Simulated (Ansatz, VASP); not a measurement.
Two plane-wave programs on ZrB2

```
Zr B
1.0
     3.23722    0.00000    0.00000
    -1.61861    2.80351    0.00000
     0.00000    0.00000    3.00543
Zr B
1 2
Direct
  0.00000 0.00000 0.00000
  0.33333 0.66667 0.50000
  0.66667 0.33333 0.50000
```

Alike in both runs: task single point; functional LDA; k mesh 18 × 18 × 12; occupations gaussian, width 0.15 eV; no spin polarisation.

|  | VASP | Ansatz |
| --- | --- | --- |
| version | VASP 6.6.1 | Ansatz 0.2.0 |
| potentials or method | VASP PAW LDA potentials, release 64 (Zr_sv, B) | scalar-relativistic, plane waves, PAW |
| plane-wave cutoff (eV) | 520 | 520 |
| valence electrons in the cell | 18 | 18 |

|  | VASP | Ansatz | Ansatz less VASP |
| --- | --- | --- | --- |
| gap on the k mesh at the Fermi level (eV) | none | none | - |
| pressure (GPa) | 27.0 | 26.3 | -0.71 |
| largest component of the traceless stress (GPa) | 44.85 | 44.85 | +0.001 |

A gap of «none» marks a metal or a gap that the smearing closes.

Caveats: so large a pressure means that the cell lies far from this level's equilibrium, or that cutoff or potentials fall short (VASP).
